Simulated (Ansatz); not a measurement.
Compare A (`C=CC(C)=O`) with its isomer B (`C=C/C=C\O`).

Calculated with Ansatz (gas phase, PBE0-D4/def2-TZVP geometries, no zero-point term in ΔE). CBS: MP2 limit from def2 TZ/QZ plus the TZ coupled-cluster correction, frozen cores. This one scheme is used for every species. DFT in def2-TZVPP. One conformer a species, not always the lowest.

Q: Which isomer does CCSD(T)/CBS put lower? Give the gap. (Best estimate.)

A: The calculation gave: A, by 48.2 kJ/mol.

Q: Give E(B) − E(A) in kJ/mol with B2PLYP, MP2/def2-TZVPP, CCSD/def2-TZVPP, PBE-D4, HF/def2-TZVPP, PBE0-D4, r2SCAN-D4. (Best estimate.)

A: The calculation gave: B2PLYP 49.5, MP2/def2-TZVPP 50.3, CCSD/def2-TZVPP 53.0, PBE-D4 41.5, HF/def2-TZVPP 62.2, PBE0-D4 44.5, r2SCAN-D4 45.0. None reverses the order clearly.

Largest T1 diagnostic: 0.014.

In def2-TZVPP, CCSD(T) changes the Hartree–Fock value by −10.7 kJ/mol (the triples alone add −1.5 kJ/mol) and MP2 by −11.9 kJ/mol. From PBE to PBE0 (25 % exact exchange), in def2-TZVPP and without D4, E(B) − E(A) moves by +3.1 kJ/mol.
